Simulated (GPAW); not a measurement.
Hf, 1 atom in the cell. The structure is cubic, space group Fm-3m (No. 225). The conventional cell has a = 4.440 Å, b = 4.440 Å, c = 4.440 Å, α = 90.00°, β = 90.00°, γ = 90.00°. Around Hf (site symmetry m-3m) lie 12 Hf at 3.14 Å. This isn't the form of Hf at room conditions, which is hcp.

- Program: GPAW 26.7.0
- Task: relaxation of cell and atoms
- Functional: PBEsol
- Potentials or basis: PAW data sets generated in the run's folder for this functional
- Cutoff: 600 eV
- Basis: pw
- k mesh: 10 × 10 × 10
- Occupations: fermi-dirac, width 0.05 eV
- Spin: no spin polarisation
- Maxiter: 150
- Optimizer: BFGS
- Fmax: 0.02 eV/Å
- Max steps: 60
- Convergence: density=1e-05 forces=0.0001

Potentials or basis: PAW data sets generated in the run's folder for this functional, pw.

The run is started by

```bash
$ gpaw-setup -f PBEsol Hf
$ OMP_NUM_THREADS=1 python run.py
```

Hardware: 1 thread of Intel(R) Xeon(R) Platinum 8175M CPU @ 2.50GHz (Skylake/Cascade Lake), on a shared host.

**Question.** Estimate the wall time of this run.

**Answer.** Run time: 58 s on 1 thread of Intel(R) Xeon(R) Platinum 8175M CPU @ 2.50GHz (Skylake/Cascade Lake), on a shared host, peak memory 0.16 GiB. Counts: scf iterations 24, plane waves 745, bands 14, k points 47, ion steps 3.
